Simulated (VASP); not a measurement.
A run of VASP 6.6.1 is set up as follows.

INCAR

```
SYSTEM = Nb
PREC = Accurate
ENCUT = 520
EDIFF = 1E-7
ISMEAR = 0
SIGMA = 0.05
LREAL = .FALSE.
LASPH = .TRUE.
NELM = 100
ALGO = Fast
ISIF = 2
LWAVE = .FALSE.
LCHARG = .FALSE.
GGA = PE
NBANDS = 20
```

File KPOINTS:

```
regular mesh
0
G
  16 16 10
  0 0 0
```

The input POSCAR:

```
Nb
1.0
    2.8699023426      0.0000000000      0.0000000000
   -1.4349511713      2.4854083350      0.0000000000
    0.0000000000      0.0000000000      5.2313190846
Nb
2
Direct
    0.3333333333      0.6666666667      0.7500000000
    0.6666666667      0.3333333333      0.2500000000
```

Potentials or basis: VASP PAW PBE potentials, release 64 (Nb_sv).

Command:

```console
$ cat potpaw_PBE.64/Nb_sv/POTCAR > POTCAR
$ mpirun -np 1 vasp_std > vasp.out
```

Question: Estimate the pressure.

Answer: -0.2 GPa.

Question: Estimate the band gap on the k mesh.

Answer: None (metal or under the smearing width).

Stress tensor (GPa, compression positive):
```
-0.11  0.00  0.00
 0.00 -0.11  0.00
 0.00  0.00 -0.25
```
